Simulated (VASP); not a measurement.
# GaN (P6_3mc) in VASP: further runs

The runs below take GaN through single point, with PBE.

Everything below comes from runs of VASP 6.6.1. Logs are shortened: lines on timing, memory, paths and dates and some standing lists are left out, and cuts for length are marked.

**What was measured.**

“Studying electronic properties in GaN without electrical contacts using γ-γ vs e−-γ Perturbed Angular Correlations”, 2019, pmc:6823545 quotes, for a bulk crystal of GaN: band gap 3.503 ± 0.005 eV (direct).

The results are compared with them further down.

## (1) The structure

It takes space group P6_3mc (No. 186, hexagonal). The conventional cell has a = 3.180 Å, b = 3.180 Å, c = 5.166 Å, α = 90.00°, β = 90.00°, γ = 120.00°. Ga (site symmetry 3m) has 4 N at 1.94 to 1.95 Å as nearest neighbours. Around N (site symmetry 3m) lie 4 Ga at 1.94 to 1.95 Å.

## (2) Single point, PBE

Contents of INCAR:

```
SYSTEM = GaN
ALGO = Normal ; EDIFF = 1E-7
ENCUT = 520 ; GGA = PE
ISIF = 2 ; ISMEAR = 0
LASPH = .TRUE. ; LCHARG = .FALSE.
LREAL = .FALSE. ; LWAVE = .FALSE.
NELM = 100 ; PREC = Accurate
SIGMA = 0.02
```

Contents of KPOINTS:

```
k-points
0
G
  3 3 2
  0 0 0
```

Contents of POSCAR:

```
GaN
1.0
    3.1800000000      0.0000000000      0.0000000000
   -1.5900000000      2.7539607800      0.0000000000
    0.0000000000      0.0000000000      5.1660000000
Ga N
2 2
Direct
    0.3333333300      0.6666666700      0.0000000000
    0.6666666700      0.3333333300      0.5000000000
    0.3333333300      0.6666666700      0.3750000000
    0.6666666700      0.3333333300      0.8750000000
```

Potentials or basis: VASP PAW PBE potentials, release 64 (Ga_d, N).

The run is started by

```sh
$ cat potpaw_PBE.64/Ga_d/POTCAR potpaw_PBE.64/N/POTCAR > POTCAR
$ mpirun -np 1 vasp_std > vasp.out
```

OUTCAR:

```text
SYSTEM = GaN
   EDIFF = 1E-7
   ENCUT = 520
   GGA = PE
   ISIF = 2
   ISMEAR = 0
   LASPH = .TRUE.
   LREAL = .FALSE.
   NELM = 100
   PREC = Accurate

 ion  position               nearest neighbor table
   1  0.333  0.667  0.000-   3 1.94   4 1.95   4 1.95   4 1.95
   2  0.667  0.333  0.500-   4 1.94   3 1.95   3 1.95   3 1.95
   3  0.333  0.667  0.375-   1 1.94   2 1.95   2 1.95   2 1.95
   4  0.667  0.333  0.875-   2 1.94   1 1.95   1 1.95   1 1.95

  LATTYP: Found a hexagonal cell.
 ALAT       =     3.1800000000
 C/A-ratio  =     1.6245283019

  Lattice vectors:

 A1 = (   3.1800000000,   0.0000000000,   0.0000000000)
 A2 = (  -1.5900000000,   2.7539607800,   0.0000000000)
 A3 = (   0.0000000000,   0.0000000000,   5.1660000000)

Analysis of symmetry for initial positions (statically):
=====================================================================
 Subroutine PRICEL returns:
 Original cell was already a primitive cell.

 Routine SETGRP: Setting up the symmetry group for a
 hexagonal supercell.

 Subroutine GETGRP returns: Found 12 space group operations
 (whereof  6 operations were pure point group operations)
 out of a pool of 24 trial point group operations.

The static configuration has the point symmetry C_3v.
 The point group associated with its full space group is C_6v.

Analysis of symmetry for dynamics (positions and initial velocities):
=====================================================================
 Subroutine PRICEL returns:
 Original cell was already a primitive cell.

 Routine SETGRP: Setting up the symmetry group for a
 hexagonal supercell.

 Subroutine GETGRP returns: Found 12 space group operations
 (whereof  6 operations were pure point group operations)
 out of a pool of 24 trial point group operations.

The dynamic configuration has the point symmetry C_3v.
 The point group associated with its full space group is C_6v.

 Subroutine INISYM returns: Found 12 space group operations
 (whereof  6 operations are pure point group operations),
 and found     1 'primitive' translations

----------------------------------------------------------------------------------------

                                     Primitive cell

  volume of cell :      45.2417

  direct lattice vectors                    reciprocal lattice vectors
     3.180000000  0.000000000  0.000000000     0.314465409  0.181556689  0.000000000
    -1.590000000  2.753960780  0.000000000     0.000000000  0.363113377  0.000000000
     0.000000000  0.000000000  5.166000000     0.000000000  0.000000000  0.193573364

  length of vectors
     3.180000000  3.179999997  5.166000000     0.363113377  0.363113377  0.193573364

  position of ions in fractional coordinates (direct lattice)
     0.333333330  0.666666670  0.000000000
     0.666666670  0.333333330  0.500000000
     0.333333330  0.666666670  0.375000000
     0.666666670  0.333333330  0.875000000

  ion indices of the primitive-cell ions
   primitive index   ion index
                 1           1
                 2           2
                 3           3
                 4           4

----------------------------------------------------------------------------------------

 KPOINTS: k-points

Automatic generation of k-mesh.
 Grid dimensions read from file:
 generate k-points for:    3    3    2

 Generating k-lattice:

  Cartesian coordinates                     Fractional coordinates (reciprocal lattice)
     0.104821803  0.060518896  0.000000000     0.333333333  0.000000000  0.000000000
     0.000000000  0.121037792  0.000000000     0.000000000  0.333333333  0.000000000
     0.000000000  0.000000000  0.096786682     0.000000000  0.000000000  0.500000000

  Length of vectors
     0.121037792  0.121037792  0.096786682

  Shift w.r.t. Gamma in fractional coordinates (k-lattice)
     0.000000000  0.000000000  0.000000000

 Subroutine IBZKPT returns following result:
 ===========================================

 Found      6 irreducible k-points:

 Following reciprocal coordinates:
            Coordinates               Weight
  0.000000  0.000000  0.000000      1.000000
  0.333333  0.000000  0.000000      6.000000
  0.333333  0.333333  0.000000      2.000000
  0.000000  0.000000  0.500000      1.000000
  0.333333  0.000000  0.500000      6.000000
  0.333333  0.333333  0.500000      2.000000
   k-points           NKPTS =      6   k-points in BZ     NKDIM =      6   number of bands    NBANDS=     22
   number of dos      NEDOS =    301   number of ions     NIONS =      4
   total plane-waves  NPLWV =  23040
   dimension x,y,z NGX =    24 NGY =   24 NGZ =   40
   dimension x,y,z NGXF=    48 NGYF=   48 NGZF=   80
   ions per type =               2   2
   NGX,Y,Z   is equivalent  to a cutoff of  12.55, 12.55, 12.87 a.u.
   NGXF,Y,Z  is equivalent  to a cutoff of  25.09, 25.09, 25.74 a.u.
 SYSTEM =  GaN
   PREC   = accura    normal or accurate (medium, high low for compatibility)
   ISTART =      0    job   : 0-new  1-cont  2-samecut
   ICHARG =      2    charge: 1-file 2-atom 10-const
   ISPIN  =      1    spin polarized calculation?
   LNONCOLLINEAR =      F non collinear calculations
   LSORBIT =      F    spin-orbit coupling
   LASPH  =      T    aspherical Exc in radial PAW
   ENCUT  =  520.0 eV  38.22 Ry    6.18 a.u.   5.91  5.91  9.61*2*pi/ulx,y,z
   NELM   =    100;   NELMIN=  2; NELMDL= -5     # of ELM steps
   EDIFF  = 0.1E-06   stopping-criterion for ELM
   LREAL  =      F    real-space projection
   EDIFFG = 0.1E-05   stopping-criterion for IOM
   NSW    =      0    number of steps for IOM
   IBRION =     -1    ionic relax: 0-MD 1-quasi-New 2-CG
   NFREE  =      0    steps in history (QN), initial steepest desc. (CG)
   ISIF   =      2    stress and relaxation
   ISYM   =      2    0-nonsym 1-usesym 2-fastsym
   POTIM  = 0.5000    time-step for ionic-motion
   TEBEG  =    0.0;   TEEND  =   0.0 temperature during run
   PSTRESS=    0.0 pullay stress
   NELECT =      36.0000    total number of electrons
   NUPDOWN=      -1.0000    fix difference up-down
   EMIN   =  10.00;   EMAX   =-10.00  energy-range for DOS
   EFERMI =   0.00;   METHOD = LEGACY
   ISMEAR =     0;   SIGMA  =   0.02  broadening in eV -4-tet -1-fermi 0-gaus
   EFERMI_NEDOS =   21; number of points for ismear=-14 and -15
   IALGO  =     38    algorithm
   IMIX   =      4    mixing-type and parameters
     AMIX     =   0.40;   BMIX     =  1.00
     AMIX_MAG =   1.60;   BMIX_MAG =  1.00
  volume/ion in A,a.u.               =      11.31        76.33
  Fermi-wavevector in a.u.,A,eV,Ry     =   1.517036  2.866782 31.312427  2.301398
  Thomas-Fermi vector in A             =   2.626345
   LORBIT       =      0    0 simple, 1 ext, 2 COOP (PROOUT), +10 PAW based schemes
   GGA     = PE    functional components
   LHFCALC =     F    Hartree Fock is set to
   AEXX    =    0.0000 exact exchange contribution
   IVDW    =     0    specifies the selected vdW correction
   LEPSILON=     F    determine dielectric tensor
   LRPA    =     F    only Hartree local field effects (RPA)
 non-spin polarized calculation
 Gauss-broadening in eV      SIGMA  =   0.02
  energy-cutoff  :      520.00
  volume of cell :       45.24
 maximum number of plane-waves:      1236
 NGX is ok and might be reduce to    24
   NGX = 11   NGY = 11   NGZ = 19

 number of electron      36.0000002 magnetization

 Free energy of the ion-electron system (eV)
  ---------------------------------------------------
  ext. energy  EPLUGINS =         0.00000000
  ---------------------------------------------------
  free energy    TOTEN  =       -23.98621528 eV

  energy without entropy =      -23.98621528  energy(sigma->0) =      -23.98621528

 E-fermi :   5.6499     XC(G=0): -11.7019

 val. band max:        5.5190537396   @ k =   0.0000   0.0000   0.0000
 cond. band min:       7.4575272927   @ k =   0.0000   0.0000   0.0000
 fundamental gap:      1.9384735531
 Fermi energy:         5.6498668557

 k-point     1 :       0.0000    0.0000    0.0000
  band No.  band energies     occupation
      1     -10.5773      2.00000
      2      -9.6323      2.00000
      3      -8.0260      2.00000
      4      -8.0007      2.00000
      5      -8.0007      2.00000
      6      -7.9363      2.00000
[... 14 lines left out ...]
     21      14.7598      0.00000
     22      15.3620      0.00000

 k-point     2 :       0.3333    0.0000    0.0000
  band No.  band energies     occupation
      1      -9.8387      2.00000
      2      -9.4896      2.00000
      3      -7.9526      2.00000
      4      -7.9318      2.00000
      5      -7.8541      2.00000
      6      -7.7872      2.00000
[... 14 lines left out ...]
     21      12.2121      0.00000
     22      13.9761      0.00000

 k-point     3 :       0.3333    0.3333    0.0000
  band No.  band energies     occupation
      1      -9.5103      2.00000
      2      -9.5103      2.00000
      3      -8.0092      2.00000
      4      -7.7957      2.00000
      5      -7.7957      2.00000
      6      -7.7753      2.00000
[... 14 lines left out ...]
     21      13.3676      0.00000
     22      13.9462      0.00000

 k-point     4 :       0.0000    0.0000    0.5000
  band No.  band energies     occupation
      1      -9.9957      2.00000
      2      -9.9957      2.00000
      3      -7.9791      2.00000
      4      -7.9791      2.00000
      5      -7.9791      2.00000
      6      -7.9791      2.00000
[... 14 lines left out ...]
     21      14.0119      0.00000
     22      14.0119      0.00000

 k-point     5 :       0.3333    0.0000    0.5000
  band No.  band energies     occupation
      1      -9.5880      2.00000
      2      -9.5880      2.00000
      3      -7.9445      2.00000
      4      -7.9445      2.00000
      5      -7.8541      2.00000
      6      -7.8541      2.00000
[... 14 lines left out ...]
     21      13.3292      0.00000
     22      13.3292      0.00000

 k-point     6 :       0.3333    0.3333    0.5000
  band No.  band energies     occupation
      1      -9.4627      2.00000
      2      -9.4627      2.00000
      3      -7.8852      2.00000
      4      -7.8852      2.00000
      5      -7.8656      2.00000
      6      -7.8656      2.00000
[... 14 lines left out ...]
     21      12.8154      0.00000
     22      12.8154      0.00000

------------------------ aborting loop because EDIFF is reached ----------------------------------------

  FORCE on cell =-STRESS in cart. coord.  units (eV):
  Direction    XX          YY          ZZ          XY          YZ          ZX
  --------------------------------------------------------------------------------------
  -------------------------------------------------------------------------------------
  Total        2.0976402      2.0976402      2.1039058      0.0000000     -0.0000000      0.0000000
  in kB       74.2852004     74.2852002     74.5070910      0.0000000     -0.0000000      0.0000000
  external PRESSURE =      74.3591639 kB  Pullay stress =       0.0000000 kB

 VOLUME and BASIS-vectors are now :
 -----------------------------------------------------------------------------
  energy-cutoff  :      520.00
  volume of cell :       45.24
      direct lattice vectors                 reciprocal lattice vectors
     3.180000000  0.000000000  0.000000000     0.314465409  0.181556689  0.000000000
    -1.590000000  2.753960780  0.000000000     0.000000000  0.363113377  0.000000000
     0.000000000  0.000000000  5.166000000     0.000000000  0.000000000  0.193573364

 POSITION                                       TOTAL-FORCE (eV/Angst)
 -----------------------------------------------------------------------------------
     -0.00000      1.83597      0.00000        -0.000000      0.000000     -0.118495
      1.59000      0.91799      2.58300        -0.000000      0.000000     -0.118495
     -0.00000      1.83597      1.93725         0.000000      0.000000      0.118495
      1.59000      0.91799      4.52025         0.000000     -0.000000      0.118495
 -----------------------------------------------------------------------------------
    total drift:                               -0.000011      0.000005      0.000078

  FREE ENERGIE OF THE ION-ELECTRON SYSTEM (eV)
  ---------------------------------------------------
  free  energy   TOTEN  =       -23.9862152824 eV

  energy  without entropy=      -23.9862152824  energy(sigma->0) =      -23.98621528
```

Run time: 12 s. Hardware: 1 thread of Intel Xeon Platinum 8488C (Sapphire Rapids), shared host; peak memory 0.15 GiB.

What came out:

* Free energy: -23.9862 eV
* Pressure: 7.4 GPa
* Largest force: 0.118 eV/Å
* Band gap on the k mesh: 1.94 eV, direct

Forces in eV/Å, atoms in the order of the input:
```
Ga   0.000  0.000 -0.118
Ga   0.000  0.000 -0.118
N    0.000  0.000  0.118
N    0.000  0.000  0.118
```

Caveat: the k mesh is coarse (spacing up to 0.76 Å⁻¹), so the values aren't converged. As with any semilocal functional, this PBE gap is likely too small.

## (3) Single point, PBE

INCAR is that of step 2.

Contents of KPOINTS:

```
k-points
0
G
  6 6 4
  0 0 0
```

POSCAR is that of step 2.

Potentials or basis: VASP PAW PBE potentials, release 64 (Ga_d, N).

The run is started by

```sh
$ cat potpaw_PBE.64/Ga_d/POTCAR potpaw_PBE.64/N/POTCAR > POTCAR
$ mpirun -np 1 vasp_std > vasp.out
```

OUTCAR:

```text
SYSTEM = GaN
   EDIFF = 1E-7
   ENCUT = 520
   GGA = PE
   ISIF = 2
   ISMEAR = 0
   LASPH = .TRUE.
   LREAL = .FALSE.
   NELM = 100
   PREC = Accurate

 ion  position               nearest neighbor table
   1  0.333  0.667  0.000-   3 1.94   4 1.95   4 1.95   4 1.95
   2  0.667  0.333  0.500-   4 1.94   3 1.95   3 1.95   3 1.95
   3  0.333  0.667  0.375-   1 1.94   2 1.95   2 1.95   2 1.95
   4  0.667  0.333  0.875-   2 1.94   1 1.95   1 1.95   1 1.95

  LATTYP: Found a hexagonal cell.
 ALAT       =     3.1800000000
 C/A-ratio  =     1.6245283019

  Lattice vectors:

 A1 = (   3.1800000000,   0.0000000000,   0.0000000000)
 A2 = (  -1.5900000000,   2.7539607800,   0.0000000000)
 A3 = (   0.0000000000,   0.0000000000,   5.1660000000)

Analysis of symmetry for initial positions (statically):
=====================================================================
 Subroutine PRICEL returns:
[... 169 lines left out ...]
  ext. energy  EPLUGINS =         0.00000000
  ---------------------------------------------------
  free energy    TOTEN  =       -24.28072857 eV

  energy without entropy =      -24.28072857  energy(sigma->0) =      -24.28072857

 E-fermi :   5.5284     XC(G=0): -11.7216

 val. band max:        5.4349134572   @ k =   0.0000   0.0000   0.0000
 cond. band min:       7.4065421323   @ k =   0.0000   0.0000   0.0000
 fundamental gap:      1.9716286751
 Fermi energy:         5.5283513765

 k-point     1 :       0.0000    0.0000    0.0000
  band No.  band energies     occupation
      1     -10.6361      2.00000
      2      -9.6765      2.00000
      3      -8.0238      2.00000
      4      -8.0023      2.00000
      5      -8.0023      2.00000
      6      -7.9377      2.00000
[... 514 lines left out ...]
     21      12.7675      0.00000
     22      12.7675      0.00000

------------------------ aborting loop because EDIFF is reached ----------------------------------------

  FORCE on cell =-STRESS in cart. coord.  units (eV):
  Direction    XX          YY          ZZ          XY          YZ          ZX
  --------------------------------------------------------------------------------------
  -------------------------------------------------------------------------------------
  Total        1.8633686      1.8633686      2.4591122      0.0000000      0.0000000     -0.0000000
  in kB       65.9887759     65.9887757     87.0862641      0.0000000      0.0000000     -0.0000000
  external PRESSURE =      73.0212719 kB  Pullay stress =       0.0000000 kB

 VOLUME and BASIS-vectors are now :
 -----------------------------------------------------------------------------
  energy-cutoff  :      520.00
  volume of cell :       45.24
      direct lattice vectors                 reciprocal lattice vectors
     3.180000000  0.000000000  0.000000000     0.314465409  0.181556689  0.000000000
    -1.590000000  2.753960780  0.000000000     0.000000000  0.363113377  0.000000000
     0.000000000  0.000000000  5.166000000     0.000000000  0.000000000  0.193573364

 POSITION                                       TOTAL-FORCE (eV/Angst)
 -----------------------------------------------------------------------------------
     -0.00000      1.83597      0.00000         0.000000     -0.000000     -0.134672
      1.59000      0.91799      2.58300        -0.000000      0.000000     -0.134672
     -0.00000      1.83597      1.93725        -0.000000      0.000000      0.134672
      1.59000      0.91799      4.52025         0.000000     -0.000000      0.134672
 -----------------------------------------------------------------------------------
    total drift:                               -0.000011      0.000005     -0.000228

  FREE ENERGIE OF THE ION-ELECTRON SYSTEM (eV)
  ---------------------------------------------------
  free  energy   TOTEN  =       -24.2807285670 eV

  energy  without entropy=      -24.2807285670  energy(sigma->0) =      -24.28072857
```

OSZICAR:

```text
N       E                     dE             d eps       ncg     rms          rms(c)
DAV:   1     0.285396203445E+03    0.28540E+03   -0.18358E+04   960   0.307E+03
DAV:   2     0.770540206381E+01   -0.27769E+03   -0.26920E+03  1058   0.544E+02
DAV:   3    -0.269078665777E+02   -0.34613E+02   -0.34402E+02  1032   0.158E+02
DAV:   4    -0.283110821084E+02   -0.14032E+01   -0.13989E+01  1272   0.333E+01
DAV:   5    -0.283347818174E+02   -0.23700E-01   -0.23688E-01  1048   0.409E+00    0.110E+01
DAV:   6    -0.241689166062E+02    0.41659E+01   -0.15256E+01  1658   0.584E+01    0.311E+00
DAV:   7    -0.243005092221E+02   -0.13159E+00   -0.18462E+00  1014   0.112E+01    0.272E+00
DAV:   8    -0.243024732358E+02   -0.19640E-02   -0.27968E-01  1366   0.880E+00    0.854E-01
DAV:   9    -0.242797623331E+02    0.22711E-01   -0.11677E-01  1628   0.598E+00    0.330E-01
DAV:  10    -0.242807334105E+02   -0.97108E-03   -0.63506E-03  1072   0.843E-01    0.135E-01
DAV:  11    -0.242807132055E+02    0.20205E-04   -0.12939E-03  1430   0.723E-01    0.147E-02
DAV:  12    -0.242807286199E+02   -0.15414E-04   -0.16438E-04  1070   0.107E-01    0.135E-02
DAV:  13    -0.242807283626E+02    0.25731E-06   -0.15062E-05  1380   0.762E-02    0.338E-03
DAV:  14    -0.242807286958E+02   -0.33320E-06   -0.59857E-06  1198   0.183E-02    0.138E-03
DAV:  15    -0.242807285288E+02    0.16701E-06   -0.35222E-07  1010   0.871E-03    0.103E-03
DAV:  16    -0.242807285670E+02   -0.38215E-07   -0.35028E-08   560   0.216E-03
   1 F= -.24280729E+02 E0= -.24280729E+02  d E =-.519865E-13
```

stdout:

```text
POSCAR found type information on POSCAR GaN
 POSCAR found :  2 types and       4 ions
 scaLAPACK will be used
 LDA part: xc-table for (Slater+PW92), standard interpolation
 POSCAR, INCAR and KPOINTS ok, starting setup
 FFT: planning ... GRIDC
 FFT: planning ... GRID_SOFT
 FFT: planning ... GRID
 WAVECAR not read
 entering main loop
```

Run time: 20 s. Hardware: 1 thread of Intel Xeon Platinum 8488C (Sapphire Rapids), shared host; peak memory 0.16 GiB.

What came out:

* Free energy: -24.2807 eV
* Pressure: 7.3 GPa
* Largest force: 0.135 eV/Å
* Band gap on the k mesh: 1.97 eV, direct

Forces on the atoms (eV/Å):
```
Ga   0.000  0.000 -0.135
Ga   0.000  0.000 -0.135
N    0.000  0.000  0.135
N    0.000  0.000  0.135
```

Levels at points of the mesh, in eV from the valence-band top:
| k point | band 16 | band 17 | band 18 | band 19 | band 20 | band 21 |
| --- | --- | --- | --- | --- | --- | --- |
| (0.00, 0.00, 0.00) | -0.06 | 0.00 | 0.00 | 1.97 | 4.30 | 9.26 |
| (0.50, 0.00, 0.00) | -2.78 | -2.26 | -0.99 | 5.07 | 5.61 | 6.07 |
| (0.00, 0.00, 0.50) | -0.55 | -0.55 | -0.55 | 4.29 | 4.29 | 8.54 |
| (0.50, 0.00, 0.50) | -1.96 | -1.93 | -1.93 | 4.43 | 4.43 | 7.84 |

## (4) Comparison with measurements

Step 3. A measured gap of GaN is 3.503 eV (direct; quoted in “Studying electronic properties in GaN without electrical contacts using γ-γ vs e−-γ Perturbed Angular Correlations”, 2019, pmc:6823545); the calculated 1.97 eV misses it by -1.53 eV. Spin-orbit coupling on Ga is left out. The value is that of PBE, without temperature or zero-point motion. Semilocal functionals fall short of measured gaps as a rule.
